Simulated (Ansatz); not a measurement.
# Cu under pressure: fit and missing row

Cu, Fm-3m, a = 3.577 Å. Ansatz: r2SCAN, PAW, 500 eV, Γ-centred 20×20×20 mesh on 1 atom, Gaussian smearing 0.10 eV; no spin polarisation. Cell and atoms are relaxed at each pressure, and no other structure is tried, so the rows at high pressure may lie past a change of phase.

```
V (Å³/atom) P (GPa)
      9.721    40.01
     10.389    20.00
     10.842    10.00
     11.113     5.06
     11.302     2.02
     11.439     0.00
          ?    -2.00
```

Task: Take V0 = 11.439 Å³/atom, fit the third-order Birch–Murnaghan form to the other rows, and predict the missing volume.

Result: With the Eulerian strain f = ½[(V0/V)^(2/3) − 1] and y = P/[3f(1 + 2f)^(5/2)], the form is the line y = B0 + 1.5 B0 (B0′ − 4) f. Rows (f, y): 0.05730, 177.5; 0.03315, 171.3; 0.01819, 167.6; 0.00973, 165.2; 0.00403, 163.8. Means f = 0.02448, y = 169.08; Σ(Δf)² = 0.001828, ΣΔfΔy = 0.4701; the slope is their ratio. y = 162.8 + 257.2 f GPa, so B0 = 162.8 GPa and B0′ = 4 + 2 × (257.2)/(3 × 162.8) = 5.05. P = -2.00 GPa is met at f = -0.00421 (y = 161.72), so V = V0 (1 + 2f)^(−3/2) = 11.585 Å³/atom. The run gave 11.585 Å³/atom, the same to the digits shown.

The mesh isn't the same in all rows (20×20×20, 22×22×22).

The fit describes copper as a metal that stiffens steadily on compression: the normalised pressure y rises with strain in every row, and B0′ = 5.05 lies above the value of 4 at which the third-order term vanishes. The resistance comes from the kinetic energy of the confined sp electrons and, increasingly at short distances, from Pauli repulsion between the nearly full 3d shells, which grows steeply as they overlap.

Against experiment, the equilibrium lattice is somewhat too small and the bulk modulus of 162.8 GPa clearly too high. The two errors belong together, since a contracted lattice sits further up the repulsive wall. The likely cause is overbinding by r2SCAN, with the neglect of zero-point and thermal expansion adding to it.

The recovered volume of 11.585 Å³/atom confirms that the curve passes smoothly into slight tension. So close to equilibrium, however, the volume is governed almost entirely by V0 and B0, so the agreement is a weak test of B0′ and says little about strongly stretched copper.
